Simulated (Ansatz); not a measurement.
Starting structure, N put at a bridge C-C site (C, P6_3/mmc (No. 194), (0 0 1) face):

```xyz
7
Lattice="2.4650 0.0000 0.0000 -1.2325 2.1347 0.0000 0.0000 0.0000 25.7384" Properties=species:S:1:pos:R:3 pbc="T T T"
C     0.0000    0.0000    8.5000
C     0.0000    1.4232    8.5000
C     0.0000    0.0000   11.8692
C     1.2325    0.7116   11.8692
C     0.0000    0.0000   15.2384
C     0.0000    1.4232   15.2384
N     0.0000    0.7116   16.5384
```

Computed with DFT PBE+D3(BJ), scalar-relativistic, plane waves, PAW in Ansatz. Settings: cutoff 420 eV, Γ-centred mesh 12×12×1 on the computed 7-atom cell, Gaussian smearing of 0.10 eV; no spin polarisation. A dipole correction removes the field between periodic images along c.

Atoms 1, 2 (counted from 1) are held. The cell is fixed. Force threshold 0.03 eV/Å.

| step | E − E_final (eV) | largest force (eV/Å) |
| --- | --- | --- |
| 1 | 0.019 | 1.342 |
| 2 | 0.008 | 0.736 |
| 3 | 0.006 | 0.278 |
| 4 | 0.002 | 0.107 |
| 5 | 0.001 | 0.021 |
| 6 | 0.001 | 0.021 |
| 7 | 0.001 | 0.058 |
| 8 | 0.000 | 0.041 |
| 9 | 0.000 | 0.028 |

Question: What is the final structure?

Answer:
```xyz
7
Lattice="2.4650 0.0000 0.0000 -1.2325 2.1347 0.0000 0.0000 0.0000 25.7384" Properties=species:S:1:pos:R:3 pbc="T T T"
C     0.0000    0.0000    8.5000
C     0.0000    1.4232    8.5000
C     0.0000   -0.3380   11.8791
C     1.2325    0.3740   11.8794
C     0.0000    0.2923   15.1761
C     0.0000    1.6935   15.1738
N     0.0000    0.9924   16.4704
```

The end is the local minimum or symmetric point that this start leads to.

Cost: 1 run of about 3.6 core-minutes, on Intel Xeon Processor @ 2.50GHz (Skylake/Cascade Lake) (shared hosts).